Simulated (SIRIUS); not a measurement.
# Moving the dispersion correction in Ir

The cell as given:

```cif
data_structure
_symmetry_space_group_name_H-M 'Fm-3m'
_symmetry_Int_Tables_number 225
_cell_length_a 3.8312
_cell_length_b 3.8312
_cell_length_c 3.8312
_cell_angle_alpha 90.000
_cell_angle_beta 90.000
_cell_angle_gamma 90.000
_cell_volume 56.23
loop_
_atom_site_label
_atom_site_type_symbol
_atom_site_symmetry_multiplicity
_atom_site_Wyckoff_symbol
_atom_site_fract_x
_atom_site_fract_y
_atom_site_fract_z
_atom_site_occupancy
Ir1 Ir 4 a 0.00000 0.00000 0.00000 1
```

Kept alike: task relaxation of cell and atoms; functional RPBE; k mesh 8 × 8 × 8; occupations fermi-dirac, width 0.05 eV; no spin polarisation. Program: SIRIUS, PseudoDojo 0.4.1 PBE standard (scalar relativistic), cutoff 937 eV. The mesh is that of the run's cell of 1 atom. No spin-orbit coupling.

```csv
dispersion correction,volume (Å³/atom)
D3(zero),14.191
D4,13.979
none,14.692
```

The relaxations keep at least the cell's symmetry (Fm-3m). For a metal such a mesh leaves the last digits unconverged. Relaxations stop with a little pressure left, so the last digits of a volume or edge aren't settled. Runs of this series that gave no sound value for these columns are left out. All rows use potentials made for PBE.

The volume runs from 13.979 (D4) to 14.692 Å³/atom (none). Against no correction: D3(zero) -3.4 %; D4 -4.9 %. Dispersion terms mostly attract and so lower the volume; the schemes' coefficients and damping set how far.

Both dispersion corrections contract fcc iridium, D4 more than D3(zero). Without one, RPBE gives 14.692 Å³/atom, larger than the known volume of the metal. This is the expected direction of error, since RPBE's strong gradient enhancement favours inhomogeneous densities and so weakens bonding in a close-packed solid.

Iridium is held together mainly by its partly filled, broad 5d band, which also makes it one of the stiffest metals. A contraction of 4.9 % therefore takes a considerable added attraction. That attraction probably makes up in part for the underbinding of the functional, and the shrinkage is no measure of a van der Waals share in the cohesion. Pairwise terms built on atomic polarisabilities are in any case a crude picture of a metal, where itinerant electrons screen the fluctuating dipoles. Charge transfer cannot explain the gap between D3(zero) and D4, because all atoms are equivalent and neutral. A volume closer to the real one wouldn't by itself show that the cohesive energy or elastic response is better described.
